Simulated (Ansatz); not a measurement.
# Si2Mo: experiment and calculation

**What was measured.**

From “Giant magnetoresistance, Fermi surface topology, Shoenberg effect and vanishing quantum oscillations in type-II Dirac semimetal candidates MoSi2 and WSi2”, 2022, arxiv:2202.05362, for a powder of Si2Mo: lattice constant a 3.20519 Å; lattice constant c 7.84461 Å.

The runs below are set against these values where they give the same quantity.

The calculation used DFT PBEsol, scalar-relativistic, plane waves, PAW (Ansatz).

Cutoff 420 eV; k points 18×18×18 on the computed 3-atom cell (Γ-centred); Gaussian smearing, width 0.10 eV; no spin polarisation.

Relaxed structure, symmetry kept:

```
Si Mo
1.0
    -1.59504    1.59504    3.91069
     1.59504   -1.59504    3.91069
     1.59504    1.59504   -3.91069
Si Mo
2 1
Direct
  0.33506 0.33506 0.00000
  0.66494 0.66494 0.00000
  0.00000 0.00000 0.00000
```

```json
{
 "Space group": "I4/mmm (No. 139)",
 "Volume per atom": "89.5 bohr³",
 "Formation energy from the elements' standard states (uncorrected)": "-0.604 eV/atom",
 "Kohn–Sham band gap": "none (metal)",
 "Density of states at the Fermi level": "0.24 states/eV per cell (so small that it hangs on the mesh: a semimetal, or crossings between mesh points)",
 "Löwdin character within 0.5 eV of the Fermi level": "Mo 4d 67 %, Si 3p 24 %",
 "Bulk modulus": "218 GPa",
 "Its pressure derivative": "4.4",
 "Bader charges (e)": "Si (2 in the cell) -0.02, Mo (1 in the cell) 0.05"
}
```

A measured lattice constant a of Si2Mo is 3.20519 Å (powder; the paper above); the calculated 3.190 Å misses it by -0.5 %. Measured lattice constant c of Si2Mo: 7.84461 Å (powder; the paper above). This calculation gives 7.821 Å (-0.3 %). The calculation is for 0 K without zero-point motion.